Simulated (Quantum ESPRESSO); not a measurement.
The system is AlO.

```
Al O
1.0
     2.76919    0.00000    0.00000
     0.00000    2.76919    0.00000
     0.00000    0.00000    2.76919
Al O
1 1
Direct
  0.50000 0.50000 0.50000
  0.00000 0.00000 0.00000
```

The cell was built by a generator and needn't be a form met in nature.

```yaml
Program: Quantum ESPRESSO 7.5
Task: phonons
Functional: BLYP
Potentials_or_basis: SSSP 1.3 efficiency PBE
Cutoff: 748 eV
Density_cutoff: 5987 eV
k_mesh: 10 × 10 × 10, shifted
Occupations: cold, width 0.136 eV
Spin: no spin polarisation
Mixing_beta: 0.5
Most_SCF_iterations: 120
SCF_threshold: 4e-10 Ry
```

The cell and the atoms were relaxed first, to 10.98 Å³/atom (a = 2.800 Å, b = 2.800 Å, c = 2.800 Å, α = 90.00°, β = 90.00°, γ = 90.00°), and the response was taken there.

Q: Which optical modes does the crystal have at the zone centre, and which show in infrared and Raman spectra?

A: The optical modes are T1u. Infrared active: T1u. None is Raman active.

Optical modes at Γ, degenerate ones joined:
| cm⁻¹ | components | symmetry | active in |
| --- | --- | --- | --- |
| 406i | 3 | T1u | IR |

Caveat: the mesh is thin for the phonons of a metal; the potentials were made for another functional, which shifts forces and pressure; some modes are imaginary; before the sum rule the acoustic modes lie tens of cm⁻¹ from zero, a sign that the density grid also shifts the optical modes; an odd number of electrons without spin polarisation forces a metal; a magnetic or distorted state may lie lower.
